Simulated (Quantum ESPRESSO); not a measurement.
K:

```xyz
1
Lattice="-2.6976 2.6976 2.6976 2.6976 -2.6976 2.6976 2.6976 2.6976 -2.6976" Properties=species:S:1:pos:R:3 pbc="T T T"
K     0.0000    0.0000    0.0000
```

* Program: Quantum ESPRESSO 7.5
* Task: relaxation of cell and atoms
* Functional: revPBE
* Dispersion: D3
* Potentials or basis: PseudoDojo 0.4.1 SR PBE standard
* Cutoff: 1007 eV
* Density cutoff: 4027 eV
* k mesh: 7 × 7 × 7
* Occupations: fermi-dirac, width 0.05 eV
* Spin: no spin polarisation

At the start: pressure -0.3 GPa; volume 78.52 Å³/atom.

**Question.** Where does the relaxation end?

**Answer.** Over 3 steps the energy falls by 5.4 meV/atom and the volume is 73.06 Å³/atom (-6.9 %); space group Im-3m (No. 229, to 0.05 Å).

Step by step:
| step | energy change (eV) | largest force (eV/Å) | pressure (GPa) | volume (Å³) |
| --- | --- | --- | --- | --- |
| 1 | 0.0000 | 0.0000 | -0.32 | 78.52 |
| 2 | -0.0010 | 0.0000 | -0.29 | 77.99 |
| 3 | -0.0054 | 0.0000 | 0.01 | 73.06 |

Final structure:
```
K
1.0
    -2.63357    2.63357    2.63357
     2.63357   -2.63357    2.63357
     2.63357    2.63357   -2.63357
K
1
Direct
  0.00000 0.00000 0.00000
```

Caveat: the potentials were made for another functional, which shifts forces and pressure; pairwise dispersion overbinds metals, which lowers pressure and volume.
